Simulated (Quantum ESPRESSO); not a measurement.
## MgS (Niningerite) in Quantum ESPRESSO: convergence with density cutoff

Input of the first run (density cutoff 180 Ry); the others differ in this setting and in those tied to it:

File pw.in:

```
&CONTROL
  calculation = 'scf'
  prefix = 'pwscf'
  outdir = './tmp'
  pseudo_dir = './pseudo'
  tprnfor = .true.
  tstress = .true.
  disk_io = 'nowf'
/
&SYSTEM
  ibrav = 0
  nat = 2
  ntyp = 2
  ecutwfc = 45
  ecutrho = 180
  nbnd = 14
  occupations = 'smearing'
  smearing = 'gaussian'
  degauss = 0.00999582
/
&ELECTRONS
  conv_thr = 4d-10
  electron_maxstep = 120
  mixing_beta = 0.5
/
ATOMIC_SPECIES
S     32.0600 s_pbesol_v1.4.uspp.F.UPF
Mg    24.3050 mg_pbesol_v1.4.uspp.F.UPF
CELL_PARAMETERS angstrom
   0.0000000000    2.6016500000    2.6016500000
   2.6016500000    0.0000000000    2.6016500000
   2.6016500000    2.6016500000    0.0000000000
ATOMIC_POSITIONS crystal
S      0.4987680000    0.5010940000    0.5043800000
Mg    -0.0033640000    0.0018520000    0.0027120000
K_POINTS automatic
9 9 9 0 0 0
```

Potentials or basis: GBRV 1.5 PBEsol.

Launch:

```sh
$ OMP_NUM_THREADS=1 pw.x -in pw.in > pw.out
```

The cell isn't the ideal one: atoms moved at random, drawn with an rms of 0.02 Å.

Hardware: 1 thread of Arm Neoverse V2 (shared host).

```tsv
density cutoff	energy less the tightest run, at zero smearing (meV/atom)	SCF cycles	CPU time (s)	peak memory (GiB)
180 Ry	0.05	8	75	0.16
225 Ry	0.04	8	77	0.17
270 Ry	0.00	8	77	0.19
315 Ry	-0.03	8	78	0.21
360 Ry	-0.02	8	79	0.23
450 Ry	-0.01	8	81	0.27
540 Ry	0.00	8	82	0.31
720 Ry	0.00	8	86	0.42
```

Against the tightest run, the energy stays within 1 meV/atom from 180 Ry on. The tightest run that finished is the yardstick and may itself not be fully converged.
